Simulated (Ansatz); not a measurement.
The system is Ga.

```xyz
1
Lattice="-1.3844 1.3844 2.3112 1.3844 -1.3844 2.3112 1.3844 1.3844 -2.3112" Properties=species:S:1:pos:R:3 pbc="T T T"
Ga    0.0000    0.0000    0.0000
```

This isn't the form of Ga at room conditions, which is orthorhombic.

Base run:

```yaml
Program: Ansatz 0.2.0
Functional: BLYP
Potentials_or_basis: Ansatz PAW
Cutoff: 420 eV
Density_cutoff: 1680 eV
k_mesh: 13 × 13 × 13
Occupations: fermi-dirac, width 0.05 eV
Spin: no spin polarisation
```

Its results: band gap on the k mesh none (metal or under the smearing width); pressure 9.6 GPa.

Task: The run is repeated on the same cell with these changes: functional from BLYP to r2SCAN; cutoff from 420 eV to 500 eV; density cutoff from 1680 eV to 2000 eV. What comes out?

Result: Band gap on the k mesh none (metal or under the smearing width); pressure 0.2 GPa.

Caveats: the PAW data sets come from PBE, with cores solved anew for the run's functional, which leaves a small shift of forces and pressure; the potentials were made for another functional, which shifts forces and pressure (some runs).

Not every run made on this cell is shown here.
